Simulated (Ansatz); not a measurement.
Before relaxation, O2 put at a bridge Si-Si site (Si, Fd-3m (No. 227), (1 0 0) face):

```yaml
crystal:
  lattice:
    - [3.84172, 0.00000, 0.00000]
    - [0.00000, 3.84172, 0.00000]
    - [0.00000, 0.00000, 26.44126]
  atoms:
    - { symbol: Si, position: [0.00000, 0.50000, 0.32147] }
    - { symbol: Si, position: [0.00000, 0.00000, 0.37284] }
    - { symbol: Si, position: [0.50000, 0.00000, 0.42420] }
    - { symbol: Si, position: [0.50000, 0.50000, 0.47527] }
    - { symbol: Si, position: [0.00000, 0.50000, 0.52673] }
    - { symbol: Si, position: [0.00000, 0.00000, 0.57709] }
    - { symbol: O, position: [0.50000, 0.00000, 0.60810] }
    - { symbol: O, position: [0.37881, 0.75502, 0.63269] }
```

The calculation used DFT PBEsol, scalar-relativistic, plane waves, PAW (Ansatz). Cutoff 420 eV; k points 8×8×1 on the computed 8-atom cell (Γ-centred); Gaussian smearing, width 0.05 eV; collinear spin from starting moments 0 0 0 0 0 0 2 0 μB. The cell repeats along c with a dipole correction in the vacuum.

Atoms 1, 2, 3 (counted from 1) are held. The cell is fixed. Force threshold 0.03 eV/Å.

Q: Where does it end?

A: The energy falls by 3.058 eV in 13 steps, to:

```xyz
8
Lattice="3.8417 0.0000 0.0000 0.0000 3.8417 0.0000 0.0000 0.0000 26.4413" Properties=species:S:1:pos:R:3 pbc="T T T"
Si    0.0000    1.9209    8.5000
Si    0.0000    0.0000    9.8583
Si    1.9209    0.0000   11.2165
Si    1.9392    1.9218   12.5672
Si    0.0154    1.8995   13.9179
Si   -0.0502   -0.0296   15.2548
O     2.2995    0.5727   15.7800
O     1.1864   -0.2591   16.3935
```

The end is the local minimum or symmetric point that this start leads to. The slab is only 6.8 Å thick, so the energy isn't converged with thickness.

Cost: 1 run of about 29 core-minutes, on Arm Neoverse V2 (shared hosts).